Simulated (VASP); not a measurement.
WC (Qusongite), 2 atoms in the cell. Symmetry: P-6m2, No. 187, hexagonal system. The conventional cell has a = 2.907 Å, b = 2.907 Å, c = 2.837 Å, α = 90.00°, β = 90.00°, γ = 120.00°. Around W (site symmetry -6m2) lie 6 C at 2.20 Å. Around C (site symmetry -6m2) lie 6 W at 2.20 Å. 

```yaml
Program: VASP 6.6.1
Task: relaxation of cell and atoms
Functional: BLYP
Dispersion: D3
Potentials_or_basis: VASP PAW PBE potentials, release 64 (W_sv, C)
Cutoff: 600 eV
k_mesh: 10 × 10 × 9
Occupations: fermi-dirac, width 0.05 eV
Spin: no spin polarisation
Further_INCAR_settings: ALGO = Normal; EDIFF = 1e-07; IBRION = 2; EDIFFG = -0.005; NSW = 60; ISIF = 3
```

Potentials or basis: VASP PAW PBE potentials, release 64 (W_sv, C).

Command:

```bash
$ cat potpaw_PBE.64/W_sv/POTCAR potpaw_PBE.64/C/POTCAR > POTCAR
$ mpirun -np 1 vasp_std > vasp.out
```

Hardware: 1 thread of AMD EPYC 9R45 96-Core Processor (Zen 5), on a shared host.

How long does it take, and how much memory?

Wall time 110 s on 1 thread of AMD EPYC 9R45 96-Core Processor (Zen 5), with other jobs on the host, peak memory 0.15 GiB. Counts: scf iterations 67, k points 70, ion steps 9.
